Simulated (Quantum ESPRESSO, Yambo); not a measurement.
An input for Yambo 5.3.0 (RbCl (Fm-3m)):

```
optics
bss
bse
em1s
dipoles
rim_cut
RandQpts= 1000000
RandGvec= 1 RL
Chimod= "HARTREE"
BSKmod= "SEX"
BSEmod= "resonant"
BSSmod= "d"
BSENGexx= 20 Ry
BSENGBlk= 4 Ry
% BSEQptR
 1 | 1 |
%
% BSEBands
 6 | 10 |
%
% BEnRange
 0 | 10 | eV
%
% BDmRange
 0.1 | 0.1 | eV
%
BEnSteps= 101
% BLongDir
 1 | 0 | 0 |
%
% BndsRnXs
 2 | 24 |
%
NGsBlkXs= 4 Ry
% LongDrXs
 1 | 1 | 1 |
%
% KfnQP_E
 2.806 | 1.0 | 1.0 |
%
WRbsWF
FFTGvecs= 30 Ry
```

```sh
OMP_NUM_THREADS=1 mpirun -n 4 yambo -F bse9.in -J bse9 -C bse9 > bse9.log
```

The stored states that it reads are on a 8×8×8 mesh. Symmetry: Fm-3m, No. 225, cubic system. Conventional cell: a = 6.579 Å, b = 6.579 Å, c = 6.579 Å, α = 90.00°, β = 90.00°, γ = 90.00°. Nearest to Rb lie 6 Cl at 3.29 Å. Nearest to Cl lie 6 Rb at 3.29 Å. Farther neighbours and most contacts between anions are not listed.

**Question.** Estimate wall time and host memory on 4 MPI ranks of Arm Neoverse V2, shared host.

It took 2.3 min; on shared hardware allow 68 s to 4.5 min. Peak host memory was 1.8 GiB.

The kernel grows as the square of the matrix size, and full diagonalisation as its cube.

[Paths, hosts, dates, memory and timing lines, banners, echoed tables and standing remarks are left out of the program output.]

[Logs are printed without paths, hosts, clocks, repeated set-up lines and the standing remarks that a program may print on its own settings, such as how far it seeks lower states.]

[Runs of the session that timed out or met a known fault of the program may be left out.]

[Hosts, paths, dates, database ids (printed as entryN), source tags and the programs' standing remarks are cut or masked in the printed files.]
